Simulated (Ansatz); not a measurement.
The system is Ge.

```
Ge
1.0
     0.00000    2.82891    2.82891
     2.82891    0.00000    2.82891
     2.82891    2.82891    0.00000
Ge
2
Direct
  0.75000 0.75000 0.75000
  0.50000 0.50000 0.50000
```

Base run:

| Item | Value |
| --- | --- |
| Program | Ansatz 0.2.0 |
| Functional | PBE0 |
| Potentials or basis | Ansatz PAW |
| Cutoff | 420 eV (not typed: the program's choice for these potentials) |
| k mesh | 5 × 5 × 5 |
| Occupations | fermi-dirac, width 0.05 eV |
| Spin | no spin polarisation |

Its results: band gap on the k mesh 1.50 eV, direct; pressure 0.8 GPa.

Q: After a change of settings the same cell gave: band gap on the k mesh none (metal or under the smearing width); pressure 7.6 GPa. Which change was it?
A. functional from PBE0 to revPBE
B. functional from PBE0 to BLYP
C. functional from PBE0 to r2SCAN; cutoff from 420 eV (not typed: the program's choice for these potentials) to 500 eV (not typed: the program's choice for these potentials)
D. functional from PBE0 to PBEsol

A: B.

PBE0 gives the wider gap, since exact exchange removes part of the self-interaction.

Caveats: some runs use coarse meshes; the PAW data sets come from PBE, with cores solved anew for the run's functional, which leaves a small shift of forces and pressure; odd divisions of the mesh miss points on the zone boundary, where band edges often lie, so the gap on the mesh can be too wide (some runs); the thresholds are loose for stress (some runs).
